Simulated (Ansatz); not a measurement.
Li2O (antifluorite) (r2SCAN geometry), in Ansatz:

```yaml
crystal:
  lattice:
    - [0.00000, 2.28637, 2.28637]
    - [2.28637, 0.00000, 2.28637]
    - [2.28637, 2.28637, 0.00000]
  atoms:
    - { symbol: O, position: [0.00000, 0.00000, 0.00000] }
    - { symbol: Li, position: [0.25000, 0.25000, 0.25000] }
    - { symbol: Li, position: [0.75000, 0.75000, 0.75000] }
```

G0W0@PBE with 89 empty bands, a screening cutoff of 140 eV and a 6×6×6 mesh (PAW, contour deformation) gives 7.226 eV over the mesh points, from a PBE gap of 5.051 eV; it sums over 95 bands with 89 plane waves in the screening and a wave cutoff of 420 eV. No extrapolation in bands, cutoff or mesh was made for G0W0. No spin polarisation and no zero-point or thermal motion.

Question: Estimate the gap with starting point LDA.

Answer: 7.306 eV (+0.080 eV), from a Kohn-Sham gap of 4.864 eV.

Question: Estimate the gap with starting point HSE06.

Answer: 8.056 eV (+0.830 eV), from a Kohn-Sham gap of 6.654 eV.

Question: Estimate the gap with empty bands 165, screening cutoff 210 eV.

Answer: 7.386 eV (+0.160 eV), from a Kohn-Sham gap of 5.051 eV.

Question: Another run gave a Kohn-Sham gap of 5.051 eV and a G0W0 gap of 7.023 eV, summing over 44 bands with 51 plane waves in the screening and a wave cutoff of 420 eV. What was changed?

Answer: Empty bands 38, screening cutoff 80 eV. The counts of bands and plane waves show it.
